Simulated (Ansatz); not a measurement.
The system is Na2S.

```
CELL_PARAMETERS angstrom
0.00000 3.27350 3.27350
3.27350 0.00000 3.27350
3.27350 3.27350 0.00000
ATOMIC_POSITIONS crystal
S 0.00000 0.00000 0.00000
Na 0.75000 0.75000 0.75000
Na 0.25000 0.25000 0.25000
```

Base run:

```yaml
Program: Ansatz 0.2.0
Functional: PBEsol
Potentials_or_basis: Ansatz PAW
Cutoff: "420 eV (not typed: the program's choice for these potentials)"
k_mesh: 7 × 7 × 7
Occupations: fermi-dirac, width 0.05 eV
Spin: no spin polarisation
```

Its results: band gap on the k mesh 2.36 eV, direct; pressure -0.6 GPa.

Problem. The run is repeated on the same cell with these changes: functional from PBEsol to LDA. What comes out?

Solution. Band gap on the k mesh 2.24 eV, direct; pressure -2.2 GPa.

LDA binds more tightly than PBEsol, so the same cell stands under less pressure.

Caveats: the PAW data sets come from PBE, with cores solved anew for the run's functional, which leaves a small shift of forces and pressure.
